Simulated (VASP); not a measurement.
**BaO: relaxation of cell and atoms with PBE+D3(BJ)**

Crystal: BaO.

```
Ba O
1.0
     0.00000    2.76000    2.76000
     2.76000    0.00000    2.76000
     2.76000    2.76000    0.00000
Ba O
1 1
Cartesian
  0.0000 0.0000 0.0000
  2.7600 2.7600 2.7600
```

The cell was built by a generator and needn't be a form met in nature.

```json
{
  "Program": "VASP 6.6.1",
  "Task": "relaxation of cell and atoms",
  "Functional": "PBE",
  "Dispersion": "D3(BJ)",
  "Potentials or basis": "VASP PAW PBE potentials, release 64 (Ba_sv, O)",
  "Cutoff": "600 eV",
  "k mesh": "8 × 8 × 8",
  "Occupations": "gaussian, width 0.02 eV",
  "Spin": "no spin polarisation",
  "Further INCAR settings": "ALGO = Normal; EDIFF = 1e-06; IBRION = 2; EDIFFG = -0.005; NSW = 60; ISIF = 3"
}
```

```json
{"Relaxed volume": "21.59 Å³/atom", "Relaxed cell": "a = 3.938 Å, b = 3.938 Å, c = 3.938 Å, α = 60.00°, β = 60.00°, γ = 60.00°", "Space group after relaxing (to 0.05 Å)": "Fm-3m (No. 225)", "Energy gained by relaxing": "3.5 meV/atom", "Ionic steps": "3", "Pressure after relaxing": "0.0 GPa", "Band gap on the k mesh": "2.03 eV, direct", "Dispersion energy per atom": "-0.223 eV"}
```

The path:
| step | energy change (eV) | largest force (eV/Å) | pressure (GPa) | volume (Å³) |
| --- | --- | --- | --- | --- |
| 1 | 0.0000 | 0.0000 | 2.04 | 42.05 |
| 2 | -0.0057 | 0.0000 | -0.83 | 43.70 |
| 3 | -0.0070 | 0.0000 | 0.00 | 43.18 |

Final structure:
```yaml
crystal:
  lattice:
    - [0.00000, 2.78458, 2.78458]
    - [2.78458, 0.00000, 2.78458]
    - [2.78458, 2.78458, 0.00000]
  atoms:
    - { symbol: Ba, position: [0.00000, 0.00000, 0.00000] }
    - { symbol: O, position: [0.50000, 0.50000, 0.50000] }
```

Levels at points of the mesh, in eV from the valence-band top:
```csv
k point,band 6,band 7,band 8,band 9,band 10,band 11
"(0.00, 0.00, 0.00)",-0.30,-0.30,-0.30,3.48,4.69,4.69
"(0.50, 0.00, 0.00)",-1.93,-1.40,-1.40,4.91,7.11,7.11
"(0.50, 0.50, 0.00)",-0.13,-0.13,0.00,2.03,5.91,8.82
```

It took 28 s on 1 thread of Intel(R) Xeon(R) Platinum 8375C CPU @ 2.90GHz (Ice Lake) (shared host), peak memory 0.2 GiB.

Caveat: spin-orbit coupling is left out, which moves the levels of the heavy elements. As with any semilocal functional, this PBE gap is likely too small.
